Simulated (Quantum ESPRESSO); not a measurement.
**C: band structure with LDA**

C:

```
C
1.0
     2.52210    0.00000    0.00000
    -1.26105    2.18420    0.00000
     0.00000    0.00000   12.35570
C
12
Direct
  0.66667 0.33333 0.35417
  0.33333 0.66667 0.85417
  0.66667 0.33333 0.14583
  0.33333 0.66667 0.64583
  0.66667 0.33333 0.47917
  0.33333 0.66667 0.97917
  0.66667 0.33333 0.02083
  0.33333 0.66667 0.52083
  0.00000 0.00000 0.81250
  0.00000 0.00000 0.31250
  0.00000 0.00000 0.68750
  0.00000 0.00000 0.18750
```

This is a hexagonal form of diamond, not graphite.

* Program: Quantum ESPRESSO 7.5
* Task: band structure
* Functional: LDA
* Potentials or basis: GBRV 1.5 LDA
* Cutoff: 612 eV
* Density cutoff: 4898 eV
* k mesh: 12 × 12 × 3
* Occupations: fermi-dirac, width 0.05 eV
* Spin: no spin polarisation
* Form of the LDA correlation: PZ81
* Mixing beta: 0.5
* Most SCF iterations: 120
* SCF threshold: 2.4e-09 Ry

```
Pressure                : -12.6 GPa
Largest force           : 0.338 eV/Å
Band gap on the k mesh  : 4.36 eV, indirect (least direct gap 5.25 eV)
Band gap along the path : 4.34 eV, indirect (least direct gap 5.25 eV)
```

Forces on the atoms (eV/Å):
```
C    0.000  0.000  0.312
C    0.000  0.000  0.312
C    0.000  0.000 -0.312
C    0.000  0.000 -0.312
C    0.000  0.000 -0.027
C    0.000  0.000 -0.027
C    0.000  0.000  0.027
C    0.000  0.000  0.027
C    0.000  0.000  0.338
C    0.000  0.000  0.338
C    0.000  0.000 -0.338
C    0.000  0.000 -0.338
```

Stress tensor (GPa, compression positive):
```
-15.35   0.00   0.00
  0.00 -15.35   0.00
  0.00   0.00  -7.06
```

Levels at the corners of the path, in eV from the valence-band top:
| point | band 20 | band 21 | band 22 | band 23 | band 24 | band 25 | band 26 | band 27 | band 28 | band 29 |
| --- | --- | --- | --- | --- | --- | --- | --- | --- | --- | --- |
| Γ | -0.98 | -0.98 | -0.15 | 0.00 | 0.00 | 5.25 | 5.25 | 5.61 | 6.32 | 6.32 |
| M | -4.28 | -4.05 | -4.05 | -3.62 | -2.88 | 4.49 | 5.06 | 5.21 | 5.57 | 6.79 |
| K | -6.25 | -6.05 | -4.78 | -4.53 | -4.53 | 5.48 | 5.48 | 6.21 | 8.58 | 9.60 |
| Γ | -0.98 | -0.98 | -0.15 | 0.00 | 0.00 | 5.25 | 5.25 | 5.61 | 6.32 | 6.32 |
| A | -1.32 | -0.33 | -0.33 | -0.33 | -0.33 | 5.64 | 5.64 | 5.64 | 5.64 | 6.23 |
| L | -4.96 | -3.75 | -3.75 | -3.23 | -3.23 | 4.66 | 4.66 | 5.86 | 5.86 | 5.96 |
| H | -5.78 | -5.31 | -5.31 | -4.76 | -4.76 | 5.69 | 5.69 | 7.05 | 7.05 | 8.28 |
| A | -1.32 | -0.33 | -0.33 | -0.33 | -0.33 | 5.64 | 5.64 | 5.64 | 5.64 | 6.23 |
| L | -4.96 | -3.75 | -3.75 | -3.23 | -3.23 | 4.66 | 4.66 | 5.86 | 5.86 | 5.96 |
| M | -4.28 | -4.05 | -4.05 | -3.62 | -2.88 | 4.49 | 5.06 | 5.21 | 5.57 | 6.79 |
| K | -6.25 | -6.05 | -4.78 | -4.53 | -4.53 | 5.48 | 5.48 | 6.21 | 8.58 | 9.60 |
| H | -5.78 | -5.31 | -5.31 | -4.76 | -4.76 | 5.69 | 5.69 | 7.05 | 7.05 | 8.28 |

It took 49 s on 2 MPI ranks on Intel(R) Xeon(R) 6975P-C (Granite Rapids), with other jobs on the host, peak memory 0.22 GiB a rank.

Caveat: some levels on the path didn't converge. LDA gaps usually lie below the measured ones, often by a third to a half.
